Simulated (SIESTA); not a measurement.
Crystal: NbP.

```
CELL_PARAMETERS angstrom
-1.67492 1.67492 5.74011
1.67492 -1.67492 5.74011
1.67492 1.67492 -5.74011
ATOMIC_POSITIONS crystal
Nb 0.24988 0.74988 0.50000
Nb 0.49988 0.49988 0.00000
P 0.83275 0.33275 0.50000
P 0.08275 0.08275 0.00000
```

The cell is a database's computed one.

Base run:

```yaml
Program: SIESTA 5.4.2
Functional: BLYP
Potentials_or_basis: PseudoDojo 0.4 standard (PBE files)
Basis: DZP (energy shift 0.003 Ry; two zetas on semicore shells)
Grid_cutoff: 800 Ry
Energy_shift: 0.003 Ry
k_mesh: 11 × 11 × 11
Occupations: fermi-dirac, width 0.05 eV
Spin: no spin polarisation
```

Its results: band gap on the k mesh none (metal or under the smearing width); pressure 9.7 GPa; largest force 0.015 eV/Å.

After a change of settings the same cell gave: band gap on the k mesh none (metal or under the smearing width); pressure 0.8 GPa; largest force 0.026 eV/Å. Which change was it?
A. functional from BLYP to PBE
B. functional from BLYP to vdW-DF-cx
C. functional from BLYP to PBEsol; potentials or basis from PseudoDojo 0.4 standard (PBE files) to PseudoDojo 0.4 standard (PBEsol files)
D. functional from BLYP to AM05; potentials or basis from PseudoDojo 0.4 standard (PBE files) to PseudoDojo 0.4 standard (PBEsol files)

A.

PBE binds more tightly than BLYP, so the same cell stands under less pressure.

Caveats: the basis of atomic orbitals isn't converged, which shifts pressures, moduli and gaps; the potentials were made for another functional, which shifts forces and pressure (some runs).

Not every run made on this cell is shown here.
